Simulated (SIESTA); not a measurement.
Crystal: ZrO2.

```
Zr O
1.0
     0.00000    2.54507    2.54507
     2.54507    0.00000    2.54507
     2.54507    2.54507    0.00000
Zr O
1 2
Cartesian
  0.0000 0.0000 0.0000
  3.8176 3.8176 3.8176
  1.2725 1.2725 1.2725
```

Measurements of this composition are mostly on another form, of space group No. 14.

Base run:

* Program: SIESTA 5.4.2
* Functional: vdW-DF-cx
* Potentials or basis: PseudoDojo 0.4 standard (PBE files)
* Basis: DZP (energy shift 0.003 Ry; two zetas on semicore shells)
* Grid cutoff: 800 Ry
* Energy shift: 0.003 Ry
* k mesh: 9 × 9 × 9
* Occupations: fermi-dirac, width 0.05 eV
* Spin: no spin polarisation

Its results: band gap on the k mesh 3.15 eV, indirect (least direct gap 3.66 eV); pressure 4.0 GPa.

Task: After a change of settings the same cell gave: band gap on the k mesh 3.23 eV, indirect (least direct gap 3.72 eV); pressure 22.9 GPa. Which change was it?
A. functional from vdW-DF-cx to optB88-vdW
B. functional from vdW-DF-cx to vdW-DF-C09
C. functional from vdW-DF-cx to PBE
D. functional from vdW-DF-cx to vdW-DF2

Result: D.

Caveats: the potentials were made for another functional, which shifts forces and pressure; an odd mesh through Γ misses points on the zone boundary, where band edges often lie; the basis of atomic orbitals isn't converged, which shifts pressures, moduli and gaps.
